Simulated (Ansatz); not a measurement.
**HfO₂ (P2_1/c) under strain**

HfO₂ (P2_1/c) from a database of computed structures, relaxed with r2SCAN in the PAW code Ansatz. The symmetry is P2_1/c (No. 14, monoclinic); a = 5.114 Å, b = 5.181 Å, c = 5.295 Å, β = 99.5° in the conventional setting, 11.53 Å³ an atom. Hf is surrounded by 7 O at 2.04–2.25 Å; O is surrounded by 4 Hf at 2.14–2.25 Å; O is surrounded by 3 Hf at 2.04–2.14 Å.

The axes x, y and z are those of this cell:
```yaml
crystal:
  lattice:
    - [5.11386, 0.00000, 0.00476]
    - [0.00000, 5.18141, 0.00000]
    - [-0.87469, 0.00000, 5.22228]
  atoms:
    - { symbol: Hf, position: [0.27619, 0.45818, 0.70819] }
    - { symbol: Hf, position: [0.72381, 0.95818, 0.79181] }
    - { symbol: Hf, position: [0.72381, 0.54182, 0.29181] }
    - { symbol: Hf, position: [0.27619, 0.04182, 0.20819] }
    - { symbol: O, position: [0.44793, 0.74232, 0.97851] }
    - { symbol: O, position: [0.55207, 0.24232, 0.52149] }
    - { symbol: O, position: [0.55207, 0.25768, 0.02149] }
    - { symbol: O, position: [0.44793, 0.75768, 0.47851] }
    - { symbol: O, position: [0.07015, 0.33387, 0.34395] }
    - { symbol: O, position: [0.92985, 0.83387, 0.15605] }
    - { symbol: O, position: [0.92985, 0.66613, 0.65605] }
    - { symbol: O, position: [0.07015, 0.16613, 0.84395] }
```

Unstrained: PBE gives an indirect gap of 4.089 eV, from Γ to Y₂; the least direct gap is 4.181 eV at Y₂. The r2SCAN gap is indirect, 4.595 eV (Γ to Y₂), below the direct gap of 4.684 eV at Y₂. The HSE06 gap is indirect, 5.688 eV (Γ to Y₂), below the direct gap of 5.782 eV at Y₂. Meshes: PBE 6×6×6, r2SCAN 6×6×6, HSE06 4×4×4. Strains are changes of length per length. After each strain the atoms were relaxed again with r2SCAN within the symmetry that the strain leaves, so tilts or polar shifts that break it weren't tested; points keep the names that they have in the unstrained zone. Spin-unpolarised throughout; all numbers are computed.

Changes of the least gap in eV (an overlap counts as a negative gap):
```tsv
strain	volume change (%)	space group	PBE	r2SCAN	HSE06	energy rise, r2SCAN (meV/atom)
isotropic -3.0 % on every length	-8.7	P2_1/c	+0.375	+0.397	+0.418	63.7
isotropic -2.0 % on every length	-5.9	P2_1/c	+0.182	+0.196	+0.206	28.2
isotropic -1.0 % on every length	-3.0	P2_1/c	+0.047	+0.053	+0.054	7.1
isotropic +1.0 % on every length	+3.0	P2_1/c	-0.001	-0.005	-0.003	6.9
isotropic +2.0 % on every length	+6.1	P2_1/c	+0.020	+0.015	+0.019	26.8
isotropic +3.0 % on every length	+9.3	P2_1/c	+0.116	+0.113	+0.120	57.5
```

Isotropic -3.0 % on every length. HSE06: the gap goes from 5.688 to 6.106 eV (+0.418 eV); the edges go from Γ → Y₂ to (0.130, 0, -1/6) → Y₂. Stress change with r2SCAN, compression positive: xx +20.18, yy +27.03, zz +16.14, xz +3.14 GPa.

Isotropic -2.0 % on every length. HSE06: the gap goes from 5.688 to 5.894 eV (+0.206 eV); the edges go from Γ → Y₂ to (-0.094, 0, 0.104) → Y₂. Stress change with r2SCAN, compression positive: xx +12.91, yy +17.36, zz +10.48, xz +1.72 GPa.

Isotropic -1.0 % on every length. HSE06: the gap goes from 5.688 to 5.742 eV (+0.054 eV). Stress change with r2SCAN, compression positive: xx +6.30, yy +8.33, zz +5.28, xz +0.66 GPa. For HSE06, dE_g/d ln V = -1.8 eV over this step.

Isotropic +1.0 % on every length. HSE06: the gap goes from 5.688 to 5.685 eV (-0.003 eV). Stress change with r2SCAN, compression positive: xx -6.00, yy -7.17, zz -5.43, xz -0.37 GPa. For HSE06, dE_g/d ln V = -0.1 eV over this step.

Isotropic +2.0 % on every length. HSE06: the gap goes from 5.688 to 5.707 eV (+0.019 eV). Stress change with r2SCAN, compression positive: xx -11.28, yy -12.97, zz -10.25, xz -0.71 GPa. For HSE06, dE_g/d ln V = 0.3 eV over this step.

Isotropic +3.0 % on every length. HSE06: the gap goes from 5.688 to 5.808 eV (+0.120 eV). Stress change with r2SCAN, compression positive: xx -15.27, yy -16.84, zz -13.56, xz -1.45 GPa. For HSE06, dE_g/d ln V = 1.3 eV over this step.

Spin-orbit coupling is left out, which matters wherever the heavy atoms make up the band edges.

Where an edge lies off the special points, it is a point of the mesh or the k point where a search put PBE's edge or least direct gap, reused for the other functionals, whose own edges may lie a little apart.

Coordinates of k points refer to the reciprocal vectors of the primitive cell of the runs.

The meshes of the hybrids are coarse, so their gaps aren't converged to the digits shown.
